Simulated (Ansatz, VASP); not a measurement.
**One calculation of AlFe, two programs**

```
Al Fe
1.0
     2.91000    0.00000    0.00000
     0.00000    2.91000    0.00000
     0.00000    0.00000    2.91000
Al Fe
1 1
Direct
  0.00000 0.00000 0.00000
  0.50000 0.50000 0.50000
```

Alike in both runs: task single point; functional PBE; k mesh 16 × 16 × 16; occupations gaussian, width 0.15 eV; collinear spin.

|  | VASP | Ansatz |
| --- | --- | --- |
| version | VASP 6.6.1 | Ansatz 0.2.0 |
| potentials or method | VASP PAW PBE potentials, release 64 (Al, Fe) | scalar-relativistic, plane waves, PAW |
| plane-wave cutoff (eV) | 520 | 420 |
| valence electrons in the cell | 11 | 19 |

|  | VASP | Ansatz | Ansatz less VASP |
| --- | --- | --- | --- |
| gap on the k mesh at the Fermi level (eV) | none | none | - |
| pressure (GPa) | -5.9 | -5.9 | +0.02 |
| net moment per atom (μB) | 0.36 | 0.36 | +0.002 |
| size of the moment on the site where the two differ most (μB) | 0.03 | 0.03 | +0.006 |

Site moments also hang on the region over which each program counts them. A gap of «none» marks a metal or a gap that the smearing closes. The functional is the same, so the differences come from potentials, cutoffs and numerics. The two sets of potentials don't hold the same shells in valence.
